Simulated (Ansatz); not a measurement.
# Barrier of one jump, As in GaP

All numbers below come from DFT PBE, scalar-relativistic, plane waves, PAW (Ansatz 0.2.0). Settings: 420 eV cutoff, 2×2×2 k-mesh, Gaussian smearing of 0.02 eV, no spin polarisation.

Host crystal, relaxed:

```
Ga P
1.0
     0.00000    2.75256    2.75256
     2.75256    0.00000    2.75256
     2.75256    2.75256    0.00000
Ga P
1 1
Direct
  0.00000 0.00000 0.00000
  0.25000 0.25000 0.25000
```

In a supercell of 16 host sites, As trades places with a neighbouring P vacancy, moving 3.90 Å between the relaxed ends. Climbing-image nudged elastic band at fixed cell with images 0 (start) to 6 (end), the path measured over all atoms, converged to 0.05 eV/Å; the order of the saddle wasn't checked, and the small cell leaves errors of about a tenth of an eV.

Supercell rows in host cell vectors: 0 -2 2; 0 0 2; -2 0 2. As was set at (0.250, 0.250, 0.250) of the host cell.

At the relaxed start As has 2 Ga at 2.43 Å, 2 Ga at 2.46 Å.

A cell with an odd number of electrons and no spin polarisation is a metal by construction and may be lower with spin.

**Question.** What barrier does the band give, and what surrounds the atom at the top?

**Answer.** 0.95 eV at image 2, where As has 1 Ga at 2.40 Å, 4 Ga at 2.73 Å. The end lies -0.19 eV from the start. An image lies below the start, so the start isn't the lowest place along this path.

Cost: 1 run of about 23 core-minutes, on Arm Neoverse V1 (shared hosts).